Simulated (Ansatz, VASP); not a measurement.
# P: VASP beside Ansatz

INCAR

```
SYSTEM = P
  ALGO = Normal
  EDIFF = 1E-6
  EDIFFG = -0.04
  ENCUT = 600
  GGA = PE
  IBRION = 2
  ISIF = 3
  ISMEAR = 0
  LASPH = .True.
  LCHARG = .False.
  LREAL = .False.
  LWAVE = .False.
  NELM = 60
  NSW = 90
  PREC = Accurate
  SIGMA = 0.1
```

Contents of KPOINTS:

```
k-points
0
Gamma
  6 6 8
  0 0 0
```

The input POSCAR:

```
P
1.0
    2.5057674680      0.0000000000      0.0000000000
    0.0000000000      2.5057674680      0.0000000000
    0.0000000000      0.0000000000      2.3605501945
P
1
Direct
    0.0000000000      0.0000000000      0.5000000000
```

Input for Ansatz:

```yaml
crystal:
  lattice:
    - [2.505767468, 0.0, 0.0]
    - [0.0, 2.505767468, 0.0]
    - [0.0, 0.0, 2.3605501945]
  atoms:
    - { symbol: P, position: [0.0, 0.0, 0.5] }
basis:
  ecutwfc: 420
kpoints:
  mp_grid: { grid: [6, 6, 8] }
hamiltonian:
  xc: pbe
scf:
  occupations: { method: gaussian, width: 0.1 }
  lower_state_search: "off"
output:
  forces: true
  stress: true
  eigenvalues: true
relax:
  adjacent_minimum: "off"
  f_tol: 0.04
  max_steps: 70
  cell: { stress_tol: 0.4 }
```

Alike in both runs: task relaxation of cell and atoms; functional PBE; k mesh 6 × 6 × 8; occupations gaussian, width 0.1 eV; no spin polarisation.

|  | VASP | Ansatz |
| --- | --- | --- |
| version | VASP 6.6.1 | Ansatz 0.2.0 |
| potentials or method | VASP PAW PBE potentials, release 64 (P) | scalar-relativistic, plane waves, PAW |
| plane-wave cutoff (eV) | 600 | 420 |
| valence electrons in the cell | 5 | 5 |

|  | VASP | Ansatz | Ansatz less VASP |
| --- | --- | --- | --- |
| gap on the k mesh at the Fermi level, each at its own relaxed structure (eV) | none | none | - |
| relaxed volume (Å³/atom) | 14.59 | 14.62 | +0.031 |
| relaxed cell length with the largest relative difference (Å) | 2.462 | 2.465 | +0.0031 |
| energy change over the relaxation (meV/atom) | -67 | -67 | +0.1 |

A gap of «none» marks a metal or a gap that the smearing closes.

Caveats: the k mesh is coarse (spacing up to 0.42 Å⁻¹), so the values aren't converged.
